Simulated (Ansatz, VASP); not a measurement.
**One calculation of Ge, two programs**

File INCAR:

```
SYSTEM = Ge
PREC = Accurate
ENCUT = 520
EDIFF = 1E-7
ISMEAR = 0
SIGMA = 0.1
LREAL = .FALSE.
LASPH = .TRUE.
NELM = 100
ALGO = Fast
ISIF = 2
LWAVE = .FALSE.
LCHARG = .FALSE.
GGA = PS
NBANDS = 36
```

The input KPOINTS:

```
Automatic mesh
0
G
  12 12 6
  0 0 0
```

File POSCAR:

```
Ge
1.0
    3.9975966128      0.0000000000      0.0000000000
   -1.9987983064      3.4620202208      0.0000000000
    0.0000000000      0.0000000000      6.5942120448
Ge
4
Direct
    0.3333333333      0.6666666667     -0.0001498043
    0.6666666667      0.3333333333      0.4998501957
    0.3333333333      0.6666666667      0.3741498043
    0.6666666667      0.3333333333      0.8741498043
```

Input for Ansatz:

```yaml
crystal:
  lattice:
    - [3.9975966128, 0.0, 0.0]
    - [-1.9987983064, 3.4620202208, 0.0]
    - [0.0, 0.0, 6.5942120448]
  atoms:
    - { symbol: Ge, position: [0.3333333333, 0.6666666667, -0.0001498043] }
    - { symbol: Ge, position: [0.6666666667, 0.3333333333, 0.4998501957] }
    - { symbol: Ge, position: [0.3333333333, 0.6666666667, 0.3741498043] }
    - { symbol: Ge, position: [0.6666666667, 0.3333333333, 0.8741498043] }
basis:
  ecutwfc: 600.0
kpoints:
  mp_grid: { grid: [12, 12, 6] }
hamiltonian:
  xc: pbesol
scf:
  occupations: { method: gaussian, width: 0.1 }
output:
  forces: true
  stress: true
  eigenvalues: true
```

Alike in both runs: task single point; functional PBEsol; k mesh 12 × 12 × 6; occupations gaussian, width 0.1 eV; no spin polarisation.

|  | VASP | Ansatz |
| --- | --- | --- |
| version | VASP 6.6.1 | Ansatz 0.2.0 |
| potentials or method | VASP PAW PBE potentials, release 64 (Ge_d) | scalar-relativistic, plane waves, PAW |
| plane-wave cutoff (eV) | 520 | 600 |
| valence electrons in the cell | 56 | 56 |

|  | VASP | Ansatz | Ansatz less VASP |
| --- | --- | --- | --- |
| gap on the k mesh at the Fermi level (eV) | none | none | - |
| pressure (GPa) | -0.1 | 0.0 | +0.11 |

A gap of «none» marks a metal or a gap that the smearing closes.

Caveats: the PAW data sets were made with another functional, which shifts forces and pressure a little (VASP).
